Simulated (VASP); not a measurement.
A run of VASP 6.6.1 is set up as follows.

Contents of INCAR:

```
ALGO = Normal
EDIFF = 1E-6
ENCUT = 520
GGA = PS
ISIF = 2
ISMEAR = -1
LASPH = T
LCHARG = F
LREAL = F
LWAVE = F
NBANDS = 10
NELM = 100
PREC = Accurate
SIGMA = 0.1
```

KPOINTS

```
k-points
0
Gamma
  8 8 8
```

File POSCAR:

```
Cs
1.0
    0.0000000000      3.7037265707      3.7037265707
    3.7037265707      0.0000000000      3.7037265707
    3.7037265707      3.7037265707      0.0000000000
Cs
1
Direct
    0.0000000000      0.0000000000      0.0000000000
```

Potentials or basis: VASP PAW PBE potentials, release 64 (Cs_sv).

Launch:

```sh
$ cat potpaw_PBE.64/Cs_sv/POTCAR > POTCAR
$ mpirun -np 1 vasp_std > vasp.out
```

**Question.** What does it give for the pressure?

**Answer.** 0.2 GPa.

**Question.** What does it give for the band gap on the k mesh?

**Answer.** None (metal or under the smearing width).

Caveat: the PAW data sets were made with another functional, which shifts forces and pressure a little. Spin-orbit coupling is left out, which matters for the levels of Cs.
